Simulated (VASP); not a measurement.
# Si2W (I4/mmm) in VASP: further runs

The runs below take Si2W through relaxation of cell and atoms, with PBE.

All numbers are computed with VASP 6.6.1; they aren't measurements. Logs are shortened: lines on timing, memory, paths and dates and some standing lists are left out, and cuts for length are marked.

## 1. The crystal as given

Symmetry: I4/mmm, No. 139, tetragonal system. The conventional cell has a = 3.214 Å, b = 3.214 Å, c = 7.830 Å, α = 90.00°, β = 90.00°, γ = 90.00°. Si (site symmetry 4mm) is surrounded by 5 Si at 2.59 to 2.63 Å and 5 W at 2.62 Å. W (site symmetry 4/mmm) has 10 Si at 2.62 Å as nearest neighbours.

## 2. Relaxation of cell and atoms, PBE

INCAR reads:

```
PREC = Accurate
ENCUT = 520
EDIFF = 1E-7
ISMEAR = 0
SIGMA = 0.1
LREAL = False
LASPH = True
NELM = 60
ALGO = Normal
ISIF = 3
LWAVE = False
LCHARG = False
GGA = PE
IBRION = 2
NSW = 80
EDIFFG = -0.002
```

KPOINTS reads:

```
regular mesh
0
Gamma
  6 6 6
```

POSCAR reads:

```
Si2W
1.0
   -1.6069000000      1.6069000000      3.9149500000
    1.6069000000     -1.6069000000      3.9149500000
    1.6069000000      1.6069000000     -3.9149500000
Si W
2 1
Direct
    0.3347000000      0.3347000000      0.0000000000
    0.6653000000      0.6653000000      0.0000000000
    0.0000000000      0.0000000000      0.0000000000
```

Potentials or basis: VASP PAW PBE potentials, release 64 (Si, W_sv).

The run is started by

```sh
> cat potpaw_PBE.64/Si/POTCAR potpaw_PBE.64/W_sv/POTCAR > POTCAR
> mpirun -np 1 vasp_std > vasp.out
```

OUTCAR:

```text
PREC = Accurate
   ENCUT = 520
   EDIFF = 1E-7
   ISMEAR = 0
   LREAL = False
   LASPH = True
   NELM = 60
   ISIF = 3
   GGA = PE
   IBRION = 2
   NSW = 80
   EDIFFG = -0.002

 ion  position               nearest neighbor table
   1  0.335  0.335  0.000-   2 2.59   3 2.62   3 2.62   3 2.62   3 2.62   3 2.62   2 2.63   2 2.63
                             2 2.63   2 2.63
   2  0.665  0.665  0.000-   1 2.59   3 2.62   3 2.62   3 2.62   3 2.62   3 2.62   1 2.63   1 2.63
                             1 2.63   1 2.63
   3  0.000  0.000  0.000-   2 2.62   2 2.62   2 2.62   1 2.62   2 2.62   1 2.62   1 2.62   1 2.62
                             1 2.62   2 2.62

  LATTYP: Found a body centered tetragonal cell.
 ALAT       =     3.2138000000
 C/A-ratio  =     2.4363370465

  Lattice vectors:

 A1 = (  -1.6069000000,   1.6069000000,   3.9149500000)
 A2 = (   1.6069000000,  -1.6069000000,   3.9149500000)
 A3 = (   1.6069000000,   1.6069000000,  -3.9149500000)

Analysis of symmetry for initial positions (statically):
=====================================================================
 Subroutine PRICEL returns:
 Original cell was already a primitive cell.

 Routine SETGRP: Setting up the symmetry group for a
 body centered tetragonal supercell.

 Subroutine GETGRP returns: Found 16 space group operations
 (whereof 16 operations were pure point group operations)
 out of a pool of 16 trial point group operations.

The static configuration has the point symmetry D_4h.

Analysis of symmetry for dynamics (positions and initial velocities):
=====================================================================
 Subroutine PRICEL returns:
 Original cell was already a primitive cell.

 Routine SETGRP: Setting up the symmetry group for a
 body centered tetragonal supercell.

 Subroutine GETGRP returns: Found 16 space group operations
 (whereof 16 operations were pure point group operations)
 out of a pool of 16 trial point group operations.

The dynamic configuration has the point symmetry D_4h.

 Subroutine INISYM returns: Found 16 space group operations
 (whereof 16 operations are pure point group operations),
 and found     1 'primitive' translations

----------------------------------------------------------------------------------------

                                     Primitive cell

  volume of cell :      40.4356

  direct lattice vectors                    reciprocal lattice vectors
    -1.606900000  1.606900000  3.914950000     0.000000000  0.311158131  0.127715552
     1.606900000 -1.606900000  3.914950000     0.311158131  0.000000000  0.127715552
     1.606900000  1.606900000 -3.914950000     0.311158131  0.311158131  0.000000000

  length of vectors
     4.526708376  4.526708376  4.526708376     0.336348992  0.336348992  0.440044048

  position of ions in fractional coordinates (direct lattice)
     0.334700000  0.334700000  0.000000000
     0.665300000  0.665300000  0.000000000
     0.000000000  0.000000000  0.000000000

  ion indices of the primitive-cell ions
   primitive index   ion index
                 1           1
                 2           2
                 3           3

----------------------------------------------------------------------------------------

 KPOINTS: regular mesh

Automatic generation of k-mesh.
 Grid dimensions read from file:
 generate k-points for:    6    6    6

 Generating k-lattice:

  Cartesian coordinates                     Fractional coordinates (reciprocal lattice)
     0.000000000  0.051859688  0.021285925     0.166666667  0.000000000  0.000000000
     0.051859688  0.000000000  0.021285925     0.000000000  0.166666667  0.000000000
     0.051859688  0.051859688  0.000000000     0.000000000  0.000000000  0.166666667

  Length of vectors
     0.056058165  0.056058165  0.073340675

  Shift w.r.t. Gamma in fractional coordinates (k-lattice)
     0.000000000  0.000000000  0.000000000

 Subroutine IBZKPT returns following result:
 ===========================================

 Found     30 irreducible k-points:

 Following reciprocal coordinates:
            Coordinates               Weight
  0.000000  0.000000  0.000000      1.000000
  0.166667 -0.000000  0.000000      8.000000
  0.333333  0.000000  0.000000      8.000000
  0.500000  0.000000  0.000000      4.000000
  0.166667  0.166667  0.000000      8.000000
  0.333333  0.166667  0.000000     16.000000
[... 16 lines left out ...]
 -0.333333 -0.333333  0.166667      8.000000
 -0.166667 -0.333333  0.166667      8.000000
 [... further k-points ...]
   k-points           NKPTS =     30   k-points in BZ     NKDIM =     30   number of bands    NBANDS=     15
   number of dos      NEDOS =    301   number of ions     NIONS =      3
   total plane-waves  NPLWV =  46656
   dimension x,y,z NGX =    36 NGY =   36 NGZ =   36
   dimension x,y,z NGXF=    72 NGYF=   72 NGZF=   72
   ions per type =               2   1
   NGX,Y,Z   is equivalent  to a cutoff of  13.22, 13.22, 13.22 a.u.
   NGXF,Y,Z  is equivalent  to a cutoff of  26.44, 26.44, 26.44 a.u.
 SYSTEM =  unknown system
   PREC   = accura    normal or accurate (medium, high low for compatibility)
   ISTART =      0    job   : 0-new  1-cont  2-samecut
   ICHARG =      2    charge: 1-file 2-atom 10-const
   ISPIN  =      1    spin polarized calculation?
   LNONCOLLINEAR =      F non collinear calculations
   LSORBIT =      F    spin-orbit coupling
   LASPH  =      T    aspherical Exc in radial PAW
   ENCUT  =  520.0 eV  38.22 Ry    6.18 a.u.   8.42  8.42  8.42*2*pi/ulx,y,z
   NELM   =     60;   NELMIN=  2; NELMDL= -5     # of ELM steps
   EDIFF  = 0.1E-06   stopping-criterion for ELM
   LREAL  =      F    real-space projection
   EDIFFG = -.2E-02   stopping-criterion for IOM
   NSW    =     80    number of steps for IOM
   IBRION =      2    ionic relax: 0-MD 1-quasi-New 2-CG
   NFREE  =      1    steps in history (QN), initial steepest desc. (CG)
   ISIF   =      3    stress and relaxation
   ISYM   =      2    0-nonsym 1-usesym 2-fastsym
   POTIM  = 0.5000    time-step for ionic-motion
   TEBEG  =    0.0;   TEEND  =   0.0 temperature during run
   PSTRESS=    0.0 pullay stress
   NELECT =      22.0000    total number of electrons
   NUPDOWN=      -1.0000    fix difference up-down
   EMIN   =  10.00;   EMAX   =-10.00  energy-range for DOS
   EFERMI =   0.00;   METHOD = LEGACY
   ISMEAR =     0;   SIGMA  =   0.10  broadening in eV -4-tet -1-fermi 0-gaus
   EFERMI_NEDOS =   21; number of points for ismear=-14 and -15
   IALGO  =     38    algorithm
   IMIX   =      4    mixing-type and parameters
     AMIX     =   0.40;   BMIX     =  1.00
     AMIX_MAG =   1.60;   BMIX_MAG =  1.00
  volume/ion in A,a.u.               =      13.48        90.96
  Fermi-wavevector in a.u.,A,eV,Ry     =   1.336476  2.525573 24.302284  1.786167
  Thomas-Fermi vector in A             =   2.465099
   LORBIT       =      0    0 simple, 1 ext, 2 COOP (PROOUT), +10 PAW based schemes
   GGA     = PE    functional components
   LHFCALC =     F    Hartree Fock is set to
   AEXX    =    0.0000 exact exchange contribution
   IVDW    =     0    specifies the selected vdW correction
   LEPSILON=     F    determine dielectric tensor
   LRPA    =     F    only Hartree local field effects (RPA)
 conjugate gradient relaxation of ions
 non-spin polarized calculation
 Gauss-broadening in eV      SIGMA  =   0.10
  energy-cutoff  :      520.00
  volume of cell :       40.44
 maximum number of plane-waves:      1118
 NGX is ok and might be reduce to    36
   NGX = 17   NGY = 17   NGZ = 17

--------------------------------------- Ionic step        1  -------------------------------------------

 number of electron      21.9999999 magnetization

 Free energy of the ion-electron system (eV)
  ---------------------------------------------------
  ext. energy  EPLUGINS =         0.00000000
  ---------------------------------------------------
  free energy    TOTEN  =       -24.81386975 eV

  energy without entropy =      -24.81375650  energy(sigma->0) =      -24.81381313

------------------------ aborting loop because EDIFF is reached ----------------------------------------

  FORCE on cell =-STRESS in cart. coord.  units (eV):
  Direction    XX          YY          ZZ          XY          YZ          ZX
  --------------------------------------------------------------------------------------
  -------------------------------------------------------------------------------------
  Total        0.8029703      0.8029703      0.8699033      0.0000000      0.0000000      0.0000000
  in kB       31.8160434     31.8160434     34.4681258      0.0000000      0.0000000      0.0000000
  external PRESSURE =      32.7000708 kB  Pullay stress =       0.0000000 kB
[... 92 lines left out ...]
  FREE ENERGIE OF THE ION-ELECTRON SYSTEM (eV)
  ---------------------------------------------------
  free  energy   TOTEN  =       -24.8197382255 eV

  energy  without entropy=      -24.8195909940  energy(sigma->0) =      -24.81966461

[... ionic steps 4 to 7 ...]

--------------------------------------- Ionic step        8  -------------------------------------------

 number of electron      22.0000000 magnetization

------------------------ aborting loop because EDIFF is reached ----------------------------------------

  FORCE on cell =-STRESS in cart. coord.  units (eV):
  Direction    XX          YY          ZZ          XY          YZ          ZX
  --------------------------------------------------------------------------------------
  -------------------------------------------------------------------------------------
  Total       -0.0007855     -0.0007855      0.0018698      0.0000000      0.0000000      0.0000000
  in kB       -0.0306866     -0.0306866      0.0730480      0.0000000      0.0000000      0.0000000
  external PRESSURE =       0.0038916 kB  Pullay stress =       0.0000000 kB
[... 59 lines left out ...]
  energy  without entropy=      -24.8196236626  energy(sigma->0) =      -24.81969567

--------------------------------------- Ionic step       10  -------------------------------------------

 number of electron      22.0000000 magnetization

 Free energy of the ion-electron system (eV)
  ---------------------------------------------------
  ext. energy  EPLUGINS =         0.00000000
  ---------------------------------------------------
  free energy    TOTEN  =       -24.81976756 eV

  energy without entropy =      -24.81962345  energy(sigma->0) =      -24.81969551

 E-fermi :  11.7500     XC(G=0): -12.4609

 val. band max:       11.5745563286   @ k =  -0.3333   0.3333   0.3333
 cond. band min:      11.9334341092   @ k =  -0.3333   0.5000   0.3333
 fundamental gap:      0.3588777805
 Fermi energy:        11.7500205805

 k-point     1 :       0.0000    0.0000    0.0000
  band No.  band energies     occupation
      1     -62.1232      2.00000
      2     -26.3764      2.00000
      3     -26.3539      2.00000
      4     -26.3539      2.00000
      5      -2.2046      2.00000
      6       5.0009      2.00000
      7       8.0026      2.00000
      8       8.5155      2.00000
      9       8.9471      2.00000
     10       8.9471      2.00000
     11      12.3648      0.00000
     12      14.3977      0.00000
     13      14.7336      0.00000
     14      14.7914      0.00000
     15      14.7914      0.00000
[... 397 lines left out ...]
 k-point    24 :      -0.1667   -0.3333    0.1667
  band No.  band energies     occupation
      1     -62.1214      2.00000
      2     -26.4062      2.00000
      3     -26.3784      2.00000
      4     -26.3497      2.00000
      5      -1.0993      2.00000
      6       3.3631      2.00000
      7       7.2874      2.00000
      8       8.9075      2.00000
      9       9.2743      2.00000
     10       9.6311      2.00000
     11      11.2057      2.00000
     12      12.8202      0.00000
     13      14.0739      0.00000
     14      14.5058      0.00000
     15      16.0652      0.00000

 [... further k-points ...]

------------------------ aborting loop because EDIFF is reached ----------------------------------------

  FORCE on cell =-STRESS in cart. coord.  units (eV):
  Direction    XX          YY          ZZ          XY          YZ          ZX
  --------------------------------------------------------------------------------------
  -------------------------------------------------------------------------------------
  Total       -0.0036324     -0.0036324     -0.0026371      0.0000000      0.0000000      0.0000000
  in kB       -0.1418948     -0.1418948     -0.1030132      0.0000000      0.0000000      0.0000000
  external PRESSURE =      -0.1289343 kB  Pullay stress =       0.0000000 kB
[... 18 lines left out ...]
  FREE ENERGIE OF THE ION-ELECTRON SYSTEM (eV)
  ---------------------------------------------------
  free  energy   TOTEN  =       -24.8197675606 eV

  energy  without entropy=      -24.8196234530  energy(sigma->0) =      -24.81969551

 reached required accuracy - stopping structural energy minimisation
```

Wall time 3.8 min (1 thread of AMD EPYC 7R43 (Zen 3), shared host); peak memory 0.18 GiB.

What came out:

```
Free energy                            : -24.8198 eV
Relaxed volume                         : 13.67 Å³/atom
Relaxed cell                           : a = 4.547 Å, b = 4.547 Å, c = 4.547 Å, α = 138.40°, β = 138.40°, γ = 60.29°
Space group after relaxing (to 0.05 Å) : I4/mmm (No. 139)
Energy gained by relaxing              : 2.0 meV/atom
Ionic steps                            : 10
Pressure after relaxing                : 0.0 GPa
Band gap on the k mesh                 : none (metal or under the smearing width)
```

Step by step:
| step | energy change (eV) | largest force (eV/Å) | pressure (GPa) | volume (Å³) |
| --- | --- | --- | --- | --- |
| 1 | 0.0000 | 0.0779 | 3.27 | 40.44 |
| 2 | 0.0127 | 0.1022 | -5.40 | 42.07 |
| 3 | -0.0059 | 0.0100 | -0.02 | 41.01 |
| 4 | -0.0059 | 0.0113 | 0.05 | 41.00 |
| 5 | -0.0059 | 0.0032 | 0.04 | 41.00 |
| 6 | -0.0059 | 0.0055 | 0.04 | 41.00 |
| 7 | -0.0059 | 0.0006 | -0.06 | 41.02 |
| 8 | -0.0059 | 0.0029 | 0.00 | 41.01 |
| 9 | -0.0059 | 0.0023 | 0.00 | 41.01 |
| 10 | -0.0059 | 0.0019 | -0.01 | 41.01 |

Final structure:
```
CELL_PARAMETERS angstrom
-1.61478 1.61478 3.93235
1.61478 -1.61478 3.93235
1.61478 1.61478 -3.93235
ATOMIC_POSITIONS crystal
Si 0.33447 0.33447 0.00000
Si 0.66553 0.66553 0.00000
W 0.00000 0.00000 0.00000
```

Caveat: the k mesh is coarse (spacing up to 0.46 Å⁻¹), so the values aren't converged. PBE usually gives volumes a little too large and moduli too small.

## 3. Relaxation of cell and atoms, PBE

This run uses another cell than the first one, of 13.67 Å³/atom, 1.014 times its volume.

INCAR is that of step 2.

KPOINTS is that of step 2.

POSCAR reads:

```
Si2W                                    
1.0
   -1.6147794140      1.6147794140      3.9323452020
    1.6147794140     -1.6147794140      3.9323452020
    1.6147794140      1.6147794140     -3.9323452020
  Si              W             
     2     1
Direct
     0.3344703736405890    0.3344703736405890    0.0000000000000000
     0.6655296263594112    0.6655296263594112    0.0000000000000000
     0.0000000000000000    0.0000000000000000    0.0000000000000000
```

Potentials or basis: VASP PAW PBE potentials, release 64 (Si, W_sv).

The run is started by

```sh
> cat potpaw_PBE.64/Si/POTCAR potpaw_PBE.64/W_sv/POTCAR > POTCAR
> mpirun -np 1 vasp_std > vasp.out
```

Run time: 55 s. Hardware: 1 thread of AMD EPYC 7R43 (Zen 3), shared host; peak memory 0.17 GiB.

Results (log left out):

| Property | Result |
| --- | --- |
| Free energy | -24.8199 eV |
| Pressure after relaxing | 0.0 GPa |
| Band gap on the k mesh | none (metal or under the smearing width) |

Final structure:
```
Si W
1.0
    -1.61478    1.61478    3.93235
     1.61478   -1.61478    3.93235
     1.61478    1.61478   -3.93235
Si W
2 1
Cartesian
  0.0000 0.0000 2.6305
  0.0000 0.0000 5.2342
  0.0000 0.0000 0.0000
```

Levels at points of the mesh, in eV from the Fermi level:
```tsv
k point	band 8	band 9	band 10	band 11	band 12	band 13	band 14	band 15
(0.00, 0.00, 0.00)	-3.23	-2.80	-2.80	0.61	2.65	2.98	3.04	3.04
(0.50, 0.00, 0.00)	-4.81	-2.74	-2.71	-0.41	2.66	2.75	3.92	4.32
(0.50, 0.50, 0.00)	-5.50	-4.96	-3.18	-1.74	2.74	2.92	3.07	3.86
(0.50, 0.50, 0.50)	-2.54	-0.85	-0.85	-0.48	-0.48	0.79	4.45	4.74
```

Caveat: the k mesh is coarse (spacing up to 0.46 Å⁻¹), so the values aren't converged; the relaxation stopped at its first step, so nothing moved. The run has no spin-orbit coupling, so splittings on W are missing.
